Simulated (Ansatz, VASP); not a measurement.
**BN in VASP and in Ansatz**

```xyz
2
Lattice="0.0000 1.9025 1.7690 1.7690 0.0000 1.7690 1.7690 1.9025 0.0000" Properties=species:S:1:pos:R:3 pbc="T T T"
B     0.0000    0.0000    0.0000
N     2.6534    2.8538    2.6534
```

Alike in both runs: task single point; functional PBE; k mesh 12 × 12 × 12; occupations gaussian, width 0.05 eV; no spin polarisation.

|  | VASP | Ansatz |
| --- | --- | --- |
| version | VASP 6.6.1 | Ansatz 0.2.0 |
| potentials or method | VASP PAW PBE potentials, release 64 (B, N) | scalar-relativistic, plane waves, PAW |
| plane-wave cutoff (eV) | 520 | 520 |
| valence electrons in the cell | 8 | 8 |

|  | VASP | Ansatz | Ansatz less VASP |
| --- | --- | --- | --- |
| gap on the k mesh at the Fermi level (eV) | 3.80 | 3.81 | +0.011 |
| least direct gap on the mesh (eV) | 8.39 | 8.40 | +0.010 |
| pressure (GPa) | 0.2 | 0.0 | -0.21 |
| largest component of the traceless stress (GPa) | 32.65 | 32.64 | -0.018 |

A k mesh can miss the band edges.
